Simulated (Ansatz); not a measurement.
Runs of Ansatz 0.2.0 on SnSe. The structure is cubic, space group Fm-3m (No. 225). Conventional cell: a = 6.020 Å, b = 6.020 Å, c = 6.020 Å, α = 90.00°, β = 90.00°, γ = 90.00°. Around Sn (site symmetry m-3m) lie 6 Se at 3.01 Å. Around Se (site symmetry m-3m) lie 6 Sn at 3.01 Å. Measurements of this composition are mostly on another form, of space group No. 62.

| task | level | spin | cell | k mesh | cutoff (eV) | smearing | points for each segment of the path | mesh quality | gap on the mesh (eV) | pressure (GPa) |
| --- | --- | --- | --- | --- | --- | --- | --- | --- | --- | --- |
| atomic charges | HSE06+D4 | off | as given | 4 × 4 × 4 | 420 | gaussian 0.05 eV | - | coarse | 0.49 | -3.8 |
| single point | PBE | off | as given | 8 × 8 × 8 | 420 | gaussian 0.011 eV | - | not flagged | 0.58 | 0.9 |
| Born charges | PBEsol | off | as given | 8 × 8 × 8 | 420 | fixed | - | not flagged | 0.65 | - |
| band structure | PBE+D3(BJ) | off | as given | 8 × 8 × 8 | 420 | fermi-dirac 0.1 eV | 14 | not flagged | - | (a) |
| band structure | LDA | off | as given | 8 × 8 × 8 | 420 | fermi-dirac 0.05 eV | 14 | not flagged | - | (b) |
| band structure | PBE | SOC, no magnetisation | as given | 6 × 6 × 6 | 420 | fermi-dirac 0.05 eV | 14 | not flagged | - | 0.6 |
| single point | RPBE | off | as given | 8 × 8 × 8 | 420 | gaussian 0.05 eV | - | not flagged | 0.54 | 2.6 |
| relaxation of cell and atoms | PBE | off | relaxed | 8 × 8 × 8 | 420 | fermi-dirac 0.05 eV | - | not flagged | 0.50 | 0.0 |
| single point | PBEsol | off | as given | 8 × 8 × 8 | 420 | gaussian 0.1 eV | - | not flagged | 0.65 | -1.9 |
| band structure | PBE | off | as given | 8 × 8 × 8 | 420 | fermi-dirac 0.05 eV | 14 | not flagged | - | 0.9 |
| atomic charges | r2SCAN+D3(BJ) | SOC, no magnetisation | as given | 6 × 6 × 6 | 500 | gaussian 0.01 eV | - | not flagged | 0.51 | -1.5 |

Alike in all rows: potentials or basis Ansatz PAW.

Task: Fill in the values left out.

Result: (a) -1.2; (b) -3.4.

Caveats: some runs use coarse meshes; spin-orbit coupling is left out, which moves the levels of the heavy elements (some runs); the PAW data sets come from PBE, with cores solved anew for the run's functional, which leaves a small shift of forces and pressure (some runs); the thresholds are loose for stress (some runs); the plane-wave basis is chosen anew once the cell has moved, so the energies of steps on either side of that aren't comparable (some runs); the dispersion damping was fitted for another functional or another form of the correction (some runs).

A k mesh can miss the band edges, and rows without SOC leave out spin-orbit coupling on Se, Sn.
